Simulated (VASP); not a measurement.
Wanted: the native input for a VASP 6.6.1 run.

```
Task                   : single point
Functional             : r2SCAN
Potentials or basis    : VASP PAW PBE potentials, release 64 (Zn, O)
Cutoff                 : 520 eV
k mesh                 : 12 × 12 × 6
Occupations            : gaussian, width 0.01 eV
Spin                   : no spin polarisation
Dipole correction      : no
Further INCAR settings : ALGO = Normal; EDIFF = 1e-06; NBANDS = 26
```

Crystal: ZnO.

```
Zn O
1.0
     3.33952    0.00000    0.00000
    -1.66976    2.89211    0.00000
     0.00000    0.00000    5.37874
Zn O
2 2
Direct
  0.33333 0.66667 0.99765
  0.66667 0.33333 0.49765
  0.33333 0.66667 0.37735
  0.66667 0.33333 0.87735
```

The cell was built by a generator and needn't be a form met in nature.

The cell isn't the ideal one: hydrostatic strain +3.2%.

One way to write it, as run:

POSCAR

```
ZnO
1.0
    3.3395188407      0.0000000000      0.0000000000
   -1.6697594204      2.8921081525      0.0000000000
    0.0000000000      0.0000000000      5.3787444708
Zn O
2 2
Direct
    0.3333333333      0.6666666667     -0.0023477535
    0.6666666667      0.3333333333      0.4976522465
    0.3333333333      0.6666666667      0.3773477535
    0.6666666667      0.3333333333      0.8773477535
```

INCAR.step1

```
SYSTEM = ZnO
PREC = Accurate
ENCUT = 520
ISMEAR = 0
SIGMA = 0.01
LREAL = .False.
LASPH = .True.
NELM = 100
NBANDS = 26
GGA = PE
ALGO = Normal
EDIFF = 1E-4
LWAVE = .True.
LCHARG = .False.
```

INCAR.step2

```
SYSTEM = ZnO
PREC = Accurate
ENCUT = 520
EDIFF = 1E-6
ISMEAR = 0
SIGMA = 0.01
LREAL = .False.
LASPH = .True.
NELM = 100
ALGO = Normal
ISIF = 2
LWAVE = .False.
LCHARG = .False.
METAGGA = R2SCAN
LMIXTAU = .True.
NBANDS = 26
ISTART = 1
```

KPOINTS

```
regular mesh
0
Gamma
  12 12 6
  0 0 0
```

Potentials or basis: VASP PAW PBE potentials, release 64 (Zn, O).

Command:

```sh
$ cat potpaw_PBE.64/Zn/POTCAR potpaw_PBE.64/O/POTCAR > POTCAR
$ cp INCAR.step1 INCAR
$ mpirun -np 1 vasp_std > vasp.out
$ cp INCAR.step2 INCAR
$ mpirun -np 1 vasp_std > vasp.out
```

Results of the run:

The pressure is -10.9 GPa and the band gap on the k mesh is 1.08 eV, direct.

Caveat: the PAW data sets were made with another functional, which shifts forces and pressure a little.

Wall time 6 min on 1 thread of AMD EPYC 7R13 Processor (Zen 3) (shared host), peak memory 0.21 GiB.
